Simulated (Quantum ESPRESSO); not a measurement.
A run of Quantum ESPRESSO 7.5:

pw.in

```
&CONTROL
  calculation = 'scf'
  prefix = 'pwscf'
  outdir = './tmp'
  pseudo_dir = './pseudo'
  tprnfor = .true.
  tstress = .true.
  disk_io = 'low'
/
&SYSTEM
  ibrav = 0
  celldm(1) = 8
  nat = 5
  ntyp = 3
  ecutwfc = 84
  nbnd = 28
  occupations = 'smearing'
  smearing = 'fd'
  degauss = 0.00367493
/
&ELECTRONS
  conv_thr = 1d-09
  electron_maxstep = 120
  mixing_beta = 0.5
/
ATOMIC_SPECIES
Ba   137.3270 Ba.upf
Ti    47.8670 Ti.upf
O     15.9990 O.upf
CELL_PARAMETERS alat
  0.9414379337120   0.0000000000000   0.0000000000000
  0.0000000000000   0.6701205053689   0.6720692854349
  0.0000000000000  -0.6701205053689   0.6720692854349
ATOMIC_POSITIONS crystal
Ba     0.0000000000    0.0000000000    0.0000000000
Ti     0.5000000000    0.5124000000    0.5124000000
O      0.5000000000    0.9918400000    0.5052400000
O      0.5000000000    0.5052400000    0.9918400000
O      0.0000000000    0.4874000000    0.4874000000
K_POINTS automatic
2 2 2 1 1 1
```

relax.in

```
&CONTROL
  calculation = 'vc-relax'
  prefix = 'pwscf'
  outdir = './tmp'
  pseudo_dir = './pseudo'
  tprnfor = .true.
  tstress = .true.
  disk_io = 'low'
  nstep = 40
  forc_conv_thr = 0.0001
  etot_conv_thr = 1d-06
/
&SYSTEM
  ibrav = 0
  celldm(1) = 8
  nat = 5
  ntyp = 3
  ecutwfc = 84
  nbnd = 28
  occupations = 'smearing'
  smearing = 'fd'
  degauss = 0.00367493
/
&ELECTRONS
  conv_thr = 1d-09
  electron_maxstep = 120
  mixing_beta = 0.5
/
&IONS
  ion_dynamics = 'bfgs'
/
&CELL
  cell_dynamics = 'bfgs'
  press = 100
  press_conv_thr = 0.2
/
ATOMIC_SPECIES
Ba   137.3270 Ba.upf
Ti    47.8670 Ti.upf
O     15.9990 O.upf
CELL_PARAMETERS alat
  0.9414379337120   0.0000000000000   0.0000000000000
  0.0000000000000   0.6701205053689   0.6720692854349
  0.0000000000000  -0.6701205053689   0.6720692854349
ATOMIC_POSITIONS crystal
Ba     0.0000000000    0.0000000000    0.0000000000
Ti     0.5000000000    0.5124000000    0.5124000000
O      0.5000000000    0.9918400000    0.5052400000
O      0.5000000000    0.5052400000    0.9918400000
O      0.0000000000    0.4874000000    0.4874000000
K_POINTS automatic
2 2 2 1 1 1
```

The input scf2.in:

```
&CONTROL
  calculation = 'scf'
  prefix = 'pwscf'
  outdir = './tmp'
  pseudo_dir = './pseudo'
  tprnfor = .true.
  tstress = .true.
  disk_io = 'low'
/
&SYSTEM
  ibrav = 0
  celldm(1) = 8
  nat = 5
  ntyp = 3
  ecutwfc = 84
  nbnd = 28
  occupations = 'fixed'
/
&ELECTRONS
  conv_thr = 1d-13
  electron_maxstep = 120
  mixing_beta = 0.5
  startingpot = 'file'
  startingwfc = 'file'
/
ATOMIC_SPECIES
Ba   137.3270 Ba.upf
Ti    47.8670 Ti.upf
O     15.9990 O.upf
CELL_PARAMETERS alat
  0.9150282247108   0.0000000000000   0.0000000000000
  0.0000000000000   0.6470445232150   0.6470321612645
  0.0000000000000  -0.6470445232150   0.6470321612645
ATOMIC_POSITIONS crystal
Ba     0.0000000000   -0.0006156255   -0.0006156255
Ti     0.5000000000    0.4993903447    0.4993903447
O      0.5000000000    0.9993706711    0.4993729954
O      0.5000000000    0.4993729954    0.9993706711
O      0.0000000000    0.4993616143    0.4993616143
K_POINTS automatic
2 2 2 1 1 1
```

ph.in

```
phonons of BaTiO3
&INPUTPH
  prefix = 'pwscf'
  outdir = './tmp'
  tr2_ph = 1d-18
  fildyn = 'dyn'
  niter_ph = 90
  alpha_mix(1) = 0.7
  epsil = .true.
/
0.0000000000 0.0000000000 0.0000000000
```

dynmat.in

```
&INPUT
  fildyn = 'dyn'
  asr = 'crystal'
  lperm = .true.
  filout = 'dynmat.disp'
  fileig = 'dynmat.eig'
/
```

The input dynmat_lo.in:

```
&INPUT
  fildyn = 'dyn'
  asr = 'crystal'
  filout = 'dynmat_lo.disp'
  fileig = 'dynmat_lo.eig'
  q(1) = 0
  q(2) = 0
  q(3) = 1
/
```

Potentials or basis: PseudoDojo 0.4.1 SR LDA standard.

Launch:

```console
$ OMP_NUM_THREADS=1 pw.x -in pw.in > pw.out
$ OMP_NUM_THREADS=1 pw.x -in relax.in > relax.out
$ OMP_NUM_THREADS=1 pw.x -in scf2.in > scf2.out
$ OMP_NUM_THREADS=1 ph.x -in ph.in > ph.out
$ OMP_NUM_THREADS=1 dynmat.x -in dynmat.in > dynmat.out
$ OMP_NUM_THREADS=1 dynmat.x -in dynmat_lo.in > dynmat_lo.out
```

Hardware: 1 thread of Intel(R) Xeon(R) 6975P-C (Granite Rapids), on a shared host.

How long does it take, and how much memory?

Wall time 4.2 min on 1 thread of Intel(R) Xeon(R) 6975P-C (Granite Rapids) (shared host), peak memory 0.1 GiB. Counts: scf iterations 116, k pools 1, bands 28, ion steps 11, k points 2, g dense 45115.
